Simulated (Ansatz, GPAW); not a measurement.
# One calculation of FeO, 3 ways

```
Fe O
1.0
     0.00000    2.15540    2.15540
     2.15540    0.00000    2.15540
     2.15540    2.15540    0.00000
Fe O
1 1
Direct
  0.00000 0.00000 0.00000
  0.50000 0.50000 0.50000
```

Alike in all runs: task single point; functional PBE; k mesh 11 × 11 × 11; occupations gaussian, width 0.023 eV; collinear spin, ferromagnetic start; no spin-orbit coupling. The measured crystal is an antiferromagnetic insulator; the state found here is the runs' own. Pressure is positive in compression and, in plane waves, holds the error of the finite cutoff, which Ansatz's Pulay term estimates and takes out.

```json
{"program and potentials": "Ansatz, Ansatz PAW", "plane-wave cutoff (eV)": "420", "notes": "11 valence electrons an atom on average; Pulay term of +0.65 GPa included", "pressure (GPa)": "-0.27", "net moment per atom (μB)": "2.00"}
{"program and potentials": "Ansatz, all-electron LAPW, scalar-relativistic", "plane-wave cutoff (eV)": "-", "notes": "-", "pressure (GPa)": "-0.36", "net moment per atom (μB)": "2.00"}
{"program and potentials": "GPAW, GPAW PAW data sets (gpaw-data 1.2.1)", "plane-wave cutoff (eV)": "800", "notes": "7 valence electrons an atom on average", "pressure (GPa)": "0.76", "net moment per atom (μB)": "2.00"}
```

The pressure spans -0.36 (Ansatz, all-electron LAPW, scalar-relativistic) to 0.76 GPa (GPAW, GPAW PAW data sets (gpaw-data 1.2.1)), with all-electron results at -0.36. All agree on the net moment per atom. The state is the one that the start led to, which needn't be the lowest.

Differences between rows come from potentials, basis sets and numerical settings, since the functional is the same but for its coding. Runs on potential files found faulty are left out.
